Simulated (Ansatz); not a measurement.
InSe: single point with PBE

**Experimental background.**

“The Interaction of Hydrogen with the van der Waals Crystal γ-InSe”, 2020, pmc:7321205 reports, for a bulk crystal of InSe at 300 K: band gap 1.25 eV.

InSe:

```
In Se
1.0
     2.00000    1.15470    8.44000
    -2.00000    1.15470    8.44000
     0.00000   -2.30940    8.44000
In Se
2 2
Direct
  0.88860 0.88860 0.88860
  0.00000 0.00000 0.00000
  0.17190 0.17190 0.17190
  0.38350 0.38350 0.38350
```

| Property | Result |
| --- | --- |
| Program | Ansatz 0.2.0 |
| Task | single point |
| Functional | PBE |
| Potentials or basis | Ansatz PAW |
| Cutoff | 420 eV (not typed: the program's choice for these potentials) |
| k mesh | 8 × 8 × 8 |
| Occupations | fermi-dirac, width 0.05 eV |
| Spin | no spin polarisation |

| Property | Result |
| --- | --- |
| Pressure | 2.7 GPa |
| Largest force | 0.365 eV/Å |
| Band gap on the k mesh | 0.44 eV, direct |

Forces in eV/Å, atoms in the order of the input:
```
In   0.000  0.000  0.365
In   0.000  0.000 -0.349
Se   0.000  0.000 -0.258
Se   0.000  0.000  0.242
```

Stress tensor (GPa, compression positive):
```
3.15 0.00 0.00
0.00 3.15 0.00
0.00 0.00 1.95
```

Levels at points of the mesh, in eV from the valence-band top:
```csv
k point,band 26,band 27,band 28,band 29,band 30,band 31,band 32,band 33
"(0.00, 0.00, 0.00)",-1.30,-1.30,-1.21,-1.21,1.70,2.11,4.40,4.40
"(0.00, 0.00, -0.50)",-2.38,-2.34,-2.24,-1.67,1.22,1.97,3.64,3.99
"(0.00, -0.50, -0.50)",-2.65,-2.50,-2.05,-1.50,1.19,1.98,3.30,3.62
"(-0.50, -0.50, -0.50)",-1.37,-1.14,-1.14,0.00,0.44,2.17,4.32,4.32
```

Run time: 4.9 s on 2 threads of Intel(R) Xeon(R) 6975P-C (Granite Rapids) (shared host), peak memory 0.54 GiB.

Measured gap of InSe: 1.25 eV (300 K; “The Interaction of Hydrogen with the van der Waals Crystal γ-InSe”, 2020, pmc:7321205). This calculation gives 0.44 eV (-0.81 eV). Spin-orbit coupling on In, Se is left out. The value is that of PBE on a finite k mesh, which can miss the band edges, without temperature or zero-point motion. Semilocal functionals fall short of measured gaps as a rule.

Caveat: spin-orbit coupling is left out, which moves the levels of the heavy elements.
